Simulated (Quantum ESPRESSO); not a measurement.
Crystal: O.

```
CELL_PARAMETERS angstrom
0.00000 1.88989 3.89884
1.50177 0.00000 3.89884
1.50177 1.88989 0.00000
ATOMIC_POSITIONS crystal
O 0.57890 0.57890 0.42110
O 0.42110 0.42110 0.57890
```

* Program: Quantum ESPRESSO 7.5
* Task: single point
* Functional: PBE
* Potentials or basis: SSSP 1.3 efficiency PBE
* Cutoff: 748 eV
* Density cutoff: 5987 eV
* k mesh: 12 × 12 × 12
* Occupations: fermi-dirac, width 0.05 eV
* Spin: no spin polarisation

On this cell: pressure -1.5 GPa; largest force 0.933 eV/Å; band gap on the k mesh none (metal or under the smearing width).

The same run follows on a disturbed copy (atoms moved at random, drawn with an rms of 0.05 Å):

```
CELL_PARAMETERS angstrom
0.00000 1.88989 3.89884
1.50177 0.00000 3.89884
1.50177 1.88989 0.00000
ATOMIC_POSITIONS crystal
O 0.58907 0.58037 0.39237
O 0.43132 0.40333 0.58242
```

Task: What changes?

Result: The energy (extrapolated to zero smearing) moves by +120.4 meV/atom; pressure -12.9 GPa; largest force 4.719 eV/Å; band gap on the k mesh none (metal or under the smearing width).

Forces on the atoms (eV/Å):
```
O    0.152  0.573 -4.682
O   -0.152 -0.573  4.682
```

Stress tensor (GPa, compression positive):
```
  2.97   0.00   1.41
  0.00   0.00   5.39
  1.41   5.39 -41.75
```

Caveats: spin is off for a triplet molecule.
